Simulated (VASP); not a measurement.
# BN in VASP: notebook, part 2 of 2

VASP 6.6.1. The steps go on from the part before.

## (3) Band structure, r2SCAN

Input file INCAR:

```
PREC = Accurate
ENCUT = 520
EDIFF = 1E-6
ISMEAR = 0
SIGMA = 0.03
LREAL = F
LASPH = T
NELM = 80
ALGO = Normal
ISIF = 2
LWAVE = F
LCHARG = F
LDIPOL = T
IDIPOL = 3
DIPOL = 0.5 0.5 0.500
METAGGA = R2SCAN
LMIXTAU = T
NBANDS = 11
LVHAR = T
LVACPOTAV = T
```

Input file KPOINTS:

```
Automatic mesh
0
Gamma
  15 15 1
```

Input file POSCAR:

```
BN                                      
1.0
    2.5087934974      0.0000000000      0.0000000000
   -1.2543967487      2.1726788968      0.0000000000
    0.0000000000      0.0000000000     18.0000000000
  B               N             
     1     1
Direct
     0.6666666699999979    0.3333333300000021    0.5000000000000000
     0.3333333300000021    0.6666666699999979    0.5000000000000000
```

Input file KPOINTS_OPT:

```
explicit points
67
Reciprocal
 0.0000000000  0.0000000000  0.0000000000 1
 0.0357142900  0.0000000000  0.0000000000 1
 0.0714285700  0.0000000000  0.0000000000 1
 0.1071428600  0.0000000000  0.0000000000 1
 0.1428571400  0.0000000000  0.0000000000 1
 0.1785714300  0.0000000000  0.0000000000 1
 0.2142857100  0.0000000000  0.0000000000 1
 0.2500000000  0.0000000000  0.0000000000 1
 0.2857142900  0.0000000000  0.0000000000 1
 0.3214285700  0.0000000000  0.0000000000 1
 0.3571428600  0.0000000000  0.0000000000 1
 0.3928571400  0.0000000000  0.0000000000 1
 0.4285714300  0.0000000000  0.0000000000 1
 0.4642857100  0.0000000000  0.0000000000 1
 0.5000000000  0.0000000000  0.0000000000 1
 0.4791666700  0.0416666700  0.0000000000 1
 0.4583333300  0.0833333300  0.0000000000 1
 0.4375000000  0.1250000000  0.0000000000 1
 0.4166666700  0.1666666700  0.0000000000 1
 0.3958333300  0.2083333300  0.0000000000 1
 0.3750000000  0.2500000000  0.0000000000 1
 0.3541666700  0.2916666700  0.0000000000 1
 0.3333333300  0.3333333300  0.0000000000 1
 0.3137254900  0.3137254900  0.0000000000 1
 0.2941176500  0.2941176500  0.0000000000 1
 0.2745098000  0.2745098000  0.0000000000 1
 0.2549019600  0.2549019600  0.0000000000 1
 0.2352941200  0.2352941200  0.0000000000 1
 0.2156862700  0.2156862700  0.0000000000 1
 0.1960784300  0.1960784300  0.0000000000 1
 0.1764705900  0.1764705900  0.0000000000 1
 0.1568627500  0.1568627500  0.0000000000 1
 0.1372549000  0.1372549000  0.0000000000 1
 0.1176470600  0.1176470600  0.0000000000 1
 0.0980392200  0.0980392200  0.0000000000 1
 0.0784313700  0.0784313700  0.0000000000 1
 0.0588235300  0.0588235300  0.0000000000 1
 0.0392156900  0.0392156900  0.0000000000 1
 0.0196078400  0.0196078400  0.0000000000 1
 0.0000000000  0.0000000000  0.0000000000 1
 0.0000000000  0.0000000000  0.0000000000 1
 0.0047712900 -0.0023856400  0.0000000000 1
-0.0047712900  0.0023856400  0.0000000000 1
 0.0139162500 -0.0069581300  0.0000000000 1
-0.0139162500  0.0069581300  0.0000000000 1
 0.0000000000  0.0041320600  0.0000000000 1
-0.0000000000 -0.0041320600  0.0000000000 1
 0.0000000000  0.0120518300  0.0000000000 1
-0.0000000000 -0.0120518300  0.0000000000 1
 0.5000000000  0.0000000000  0.0000000000 1
 0.5047712900 -0.0023856400  0.0000000000 1
 0.4952287100  0.0023856400  0.0000000000 1
 0.5139162500 -0.0069581300  0.0000000000 1
 0.4860837500  0.0069581300  0.0000000000 1
 0.5000000000  0.0041320600  0.0000000000 1
 0.5000000000 -0.0041320600  0.0000000000 1
 0.5000000000  0.0120518300  0.0000000000 1
 0.5000000000 -0.0120518300  0.0000000000 1
 0.3333333300  0.3333333300  0.0000000000 1
 0.3381046200  0.3309476900  0.0000000000 1
 0.3285620400  0.3357189700  0.0000000000 1
 0.3472495800  0.3263752000  0.0000000000 1
 0.3194170800  0.3402914600  0.0000000000 1
 0.3333333300  0.3374653900  0.0000000000 1
 0.3333333300  0.3292012700  0.0000000000 1
 0.3333333300  0.3453851600  0.0000000000 1
 0.3333333300  0.3212815000  0.0000000000 1
```

Potentials or basis: VASP PAW PBE potentials, release 64 (B, N).

Started as:

```console
$ cat potpaw_PBE.64/B/POTCAR potpaw_PBE.64/N/POTCAR > POTCAR
$ mpirun -np 1 vasp_std > vasp.out
```

OUTCAR:

```text
PREC = Accurate
   ENCUT = 520
   EDIFF = 1E-6
   ISMEAR = 0
   LREAL = F
   LASPH = T
   NELM = 80
   ISIF = 2
   METAGGA = R2SCAN

 ion  position               nearest neighbor table
   1  0.667  0.333  0.500-   2 1.45   2 1.45   2 1.45
   2  0.333  0.667  0.500-   1 1.45   1 1.45   1 1.45

  LATTYP: Found a hexagonal cell.
 ALAT       =     2.5087934974
 C/A-ratio  =     7.1747634943

  Lattice vectors:

 A1 = (   2.5087934974,   0.0000000000,   0.0000000000)
 A2 = (  -1.2543967487,   2.1726788968,   0.0000000000)
 A3 = (   0.0000000000,   0.0000000000,  18.0000000000)

Analysis of symmetry for initial positions (statically):
=====================================================================
 Subroutine PRICEL returns:
 Original cell was already a primitive cell.

 Routine SETGRP: Setting up the symmetry group for a
 hexagonal supercell.

 Subroutine GETGRP returns: Found 12 space group operations
 (whereof 12 operations were pure point group operations)
 out of a pool of 24 trial point group operations.

The static configuration has the point symmetry D_3h.

[... 178 lines left out ...]
      4      -5.9362      2.00000
      5       0.7192      0.00000
      6       1.6263      0.00000
      7       1.6913      0.00000
      8       3.0698      0.00000
      9       3.4665      0.00000
     10       5.6097      0.00000
     11       6.1796      0.00000
[... 309 lines left out ...]
 k-point    24 :       0.4000    0.2000    0.0000
  band No.  band energies     occupation
      1     -19.7073      2.00000
      2     -13.3051      2.00000
      3     -10.7101      2.00000
      4      -4.9666      2.00000
      5       0.9605      0.00000
      6       8.3952      0.00000
      7       9.1855      0.00000
      8       9.5373      0.00000
      9      10.2837      0.00000
     10      10.5683      0.00000
     11      10.6121      0.00000

 [... further k-points ...]

------------------------ aborting loop because EDIFF is reached ----------------------------------------

  FORCE on cell =-STRESS in cart. coord.  units (eV):
  Direction    XX          YY          ZZ          XY          YZ          ZX
  --------------------------------------------------------------------------------------
  -------------------------------------------------------------------------------------
  Total       -0.3307376     -0.3307376     -0.0032080      0.0000000     -0.0000000     -0.0000000
  in kB       -5.4008389     -5.4008389     -0.0523857      0.0000000     -0.0000000     -0.0000000
  external PRESSURE =      -3.6180212 kB  Pullay stress =       0.0000000 kB

 VOLUME and BASIS-vectors are now :
 -----------------------------------------------------------------------------
  energy-cutoff  :      520.00
  volume of cell :       98.11
      direct lattice vectors                 reciprocal lattice vectors
     2.508793497  0.000000000  0.000000000     0.398597972  0.230130647  0.000000000
    -1.254396749  2.172678897  0.000000000     0.000000000  0.460261294  0.000000000
     0.000000000  0.000000000 18.000000000     0.000000000  0.000000000  0.055555556

 POSITION                                       TOTAL-FORCE (eV/Angst)
 -----------------------------------------------------------------------------------
      1.25440      0.72423      9.00000         0.000000      0.000000      0.000000
     -0.00000      1.44845      9.00000        -0.000000      0.000000      0.000000
 -----------------------------------------------------------------------------------
    total drift:                                0.000008     -0.000005      0.000000

  FREE ENERGIE OF THE ION-ELECTRON SYSTEM (eV)
  ---------------------------------------------------
  free  energy   TOTEN  =       -19.2585466704 eV

  energy  without entropy=      -19.2585466704  energy(sigma->0) =      -19.25854667

 vacuum level on the upper side and lower side of the slab         1.492         1.492
```

stdout:

```text
POSCAR found type information on POSCAR B N
 POSCAR found :  2 types and       2 ions
 scaLAPACK will be used
 -----------------------------------------------------------------------------
|                                                                             |
|                                                                             |
[... 24 lines left out ...]
|     workfunction values.                                                    |
|                                                                             |
 -----------------------------------------------------------------------------

 Start KPOINTS_OPT (optional k-point list driver)
k-point batch [1-27\67]
k-point batch [28-54\67]
k-point batch [55-67\67]
```

It took 2.8 min on 1 thread of Intel Xeon 6975P-C (Granite Rapids), shared host; peak memory 0.23 GiB.

Results:

```yaml
Free_energy: -19.2585 eV
Band_gap_on_the_k_mesh: 5.29 eV, indirect (least direct gap 5.41 eV)
Band_gap_along_the_path: 5.29 eV, indirect (least direct gap 5.41 eV)
Ionisation_potential_of_the_upper_face: 6.06 eV
```

Caveat: the PAW data sets were made with another functional, which shifts forces and pressure a little. r2SCAN opens gaps a little over a GGA but as a rule still falls short of measured ones.

## (4) Band structure, LDA

Edit INCAR of step 3 so:

```diff
@@ -8,3 +8,3 @@
 NELM = 80
-ALGO = Normal
+ALGO = Fast
 ISIF = 2
@@ -15,4 +15,3 @@
 DIPOL = 0.5 0.5 0.500
-METAGGA = R2SCAN
-LMIXTAU = T
+GGA = CA
 NBANDS = 11
```

KPOINTS is that of step 3.

POSCAR is that of step 3.

KPOINTS_OPT is that of step 3.

Potentials or basis: VASP PAW LDA potentials, release 64 (B, N).

Started as:

```console
$ cat potpaw_LDA.64/B/POTCAR potpaw_LDA.64/N/POTCAR > POTCAR
$ mpirun -np 1 vasp_std > vasp.out
```

OUTCAR:

```text
PREC = Accurate
   ENCUT = 520
   EDIFF = 1E-6
   ISMEAR = 0
   LREAL = F
   LASPH = T
   NELM = 80
   ISIF = 2
   GGA = CA

 ion  position               nearest neighbor table
   1  0.667  0.333  0.500-   2 1.45   2 1.45   2 1.45
   2  0.333  0.667  0.500-   1 1.45   1 1.45   1 1.45

  LATTYP: Found a hexagonal cell.
 ALAT       =     2.5087934974
 C/A-ratio  =     7.1747634943

  Lattice vectors:

 A1 = (   2.5087934974,   0.0000000000,   0.0000000000)
 A2 = (  -1.2543967487,   2.1726788968,   0.0000000000)
 A3 = (   0.0000000000,   0.0000000000,  18.0000000000)

Analysis of symmetry for initial positions (statically):
=====================================================================
 Subroutine PRICEL returns:
 Original cell was already a primitive cell.

 Routine SETGRP: Setting up the symmetry group for a
 hexagonal supercell.

 Subroutine GETGRP returns: Found 12 space group operations
 (whereof 12 operations were pure point group operations)
 out of a pool of 24 trial point group operations.

The static configuration has the point symmetry D_3h.

Analysis of symmetry for dynamics (positions and initial velocities):
[... 181 lines left out ...]
      7       1.6125      0.00000
      8       2.8763      0.00000
      9       3.2631      0.00000
     10       6.8271      0.00000
     11       6.8271      0.00000
[... 309 lines left out ...]
 k-point    24 :       0.4000    0.2000    0.0000
  band No.  band energies     occupation
      1     -18.5764      2.00000
      2     -12.9967      2.00000
      3     -10.4866      2.00000
      4      -4.9947      2.00000
      5       0.0981      0.00000
      6       7.4696      0.00000
      7       8.2016      0.00000
      8       8.6538      0.00000
      9       9.6594      0.00000
     10      10.2098      0.00000
     11      14.5212      0.00000

 [... further k-points ...]

------------------------ aborting loop because EDIFF is reached ----------------------------------------

  FORCE on cell =-STRESS in cart. coord.  units (eV):
  Direction    XX          YY          ZZ          XY          YZ          ZX
  --------------------------------------------------------------------------------------
  -------------------------------------------------------------------------------------
  Total       -0.9640761     -0.9640761     -0.0332006      0.0000000      0.0000000     -0.0000000
  in kB      -15.7430517    -15.7430516     -0.5421556      0.0000000      0.0000000     -0.0000000
  external PRESSURE =     -10.6760863 kB  Pullay stress =       0.0000000 kB

 VOLUME and BASIS-vectors are now :
 -----------------------------------------------------------------------------
  energy-cutoff  :      520.00
  volume of cell :       98.11
      direct lattice vectors                 reciprocal lattice vectors
     2.508793497  0.000000000  0.000000000     0.398597972  0.230130647  0.000000000
    -1.254396749  2.172678897  0.000000000     0.000000000  0.460261294  0.000000000
     0.000000000  0.000000000 18.000000000     0.000000000  0.000000000  0.055555556

 POSITION                                       TOTAL-FORCE (eV/Angst)
 -----------------------------------------------------------------------------------
      1.25440      0.72423      9.00000        -0.000000      0.000000      0.000000
     -0.00000      1.44845      9.00000         0.000000     -0.000000      0.000000
 -----------------------------------------------------------------------------------
    total drift:                                0.000008     -0.000005      0.000000

  FREE ENERGIE OF THE ION-ELECTRON SYSTEM (eV)
  ---------------------------------------------------
  free  energy   TOTEN  =       -19.2290615344 eV

  energy  without entropy=      -19.2290615344  energy(sigma->0) =      -19.22906153

 vacuum level on the upper side and lower side of the slab         1.532         1.532
```

OSZICAR:

```text
N       E                     dE             d eps       ncg     rms          rms(c)
DAV:   1     0.512756069445E+02    0.51276E+02   -0.33234E+03   602   0.528E+02
DAV:   2    -0.161684462644E+02   -0.67444E+02   -0.57403E+02   829   0.128E+02
[... 29 lines left out ...]
DAV:   3    -0.244247778138E+04   -0.11239E+03      721
DAV:   4    -0.244372639984E+04   -0.12486E+01      848
DAV:   5    -0.244373626870E+04   -0.98689E-02      761
DAV:   6    -0.244373645954E+04   -0.19084E-03      956
DAV:   7    -0.244373645992E+04   -0.38359E-06      725
       N       E                     dE             ncg
DAV:   1     0.176314338918E+04   -0.56374E+04      286
DAV:   2     0.780744449156E+03   -0.98240E+03      354
DAV:   3     0.715103176297E+03   -0.65641E+02      486
DAV:   4     0.714944229142E+03   -0.15895E+00      454
DAV:   5     0.714944126910E+03   -0.10223E-03      439
DAV:   6     0.714944126613E+03   -0.29743E-06      468
```

Run time: 35 s. Hardware: 1 thread of Intel Xeon 6975P-C (Granite Rapids), shared host; peak memory 0.21 GiB.

What came out:

- Free energy: -19.2291 eV
- Band gap on the k mesh: 4.54 eV, direct
- Band gap along the path: 4.54 eV, direct
- Ionisation potential of the upper face: 6.12 eV

## (5) Overview

```csv
level,potentials or basis,gap on the mesh (eV)
PBE+D3(BJ),"VASP PAW PBE potentials, release 64 (B, N)",4.67
r2SCAN,"VASP PAW PBE potentials, release 64 (B, N)",5.29
LDA,"VASP PAW LDA potentials, release 64 (B, N)",4.54
```

Alike in all rows: task band structure; no spin polarisation; cell as given; k mesh 15 × 15 × 1; cutoff (eV) 520; smearing gaussian 0.03 eV.

Caveats: the PAW data sets were made with another functional, which shifts forces and pressure a little (some runs).

Absolute energies hang on the potentials; compare differences alone.
